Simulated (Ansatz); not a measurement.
ZrS₂, DFT, PBEsol, all-electron LAPW, scalar-relativistic (Ansatz 0.2.0), run on 1 thread of Arm Neoverse V1 on a shared host.

The cell is COD entry 5910006, as deposited and not checked against the literature; nothing was relaxed. The listed cell was then made from it by scaling, straining or moving an atom.

Command: `ansatz run input.yaml --threads 1 --pin off --max-ram 4096MiB --backend cpu --events-out ev --progress --plain --runs-dir out`

```yaml
crystal:
  lattice:
    - [3.6178584849, 0.0, 0.0]
    - [-1.8089292424, 3.1331573551, 0.0]
    - [0.0, 0.0, 5.8304346365]
  atoms:
    - { symbol: Zr, position: [0.0, 0.0, 0.0] }
    - { symbol: S, position: [0.3333333333, 0.6666666667, 0.2492] }
    - { symbol: S, position: [0.6666666667, 0.3333333333, 0.7508] }
kpoints:
  mp_grid: { grid: [8, 8, 4] }
  band_path:
    path:
      - [0.0, 0.0, 0.0]
      - [0.5, 0.0, 0.0]
      - [0.3333333333, 0.3333333333, 0.0]
      - [0.0, 0.0, 0.0]
      - [0.0, 0.0, 0.5]
      - [0.5, 0.0, 0.5]
      - [0.3333333333, 0.3333333333, 0.5]
      - [0.0, 0.0, 0.5]
      - [0.5, 0.0, 0.5]
    npoints: 5
scf:
  occupations: { method: fermi_dirac, width: 0.02 }
hamiltonian:
  xc: pbesol
  pseudopotentials: { kind: all_electron, lapw: { basis_error: 0.001 } }
output:
  forces: true
  stress: true
  eigenvalues: true
```

Task: How large is the problem that the program sets up?

Result: 35 irreducible k-points, 525 plane waves at Γ, 34 bands.

Task: Estimate the wall time and the peak memory.

Result: 22 s of wall time for 9 SCF iterations, with a peak of 0.33 GiB. Times on shared machines scatter by tens of per cent.
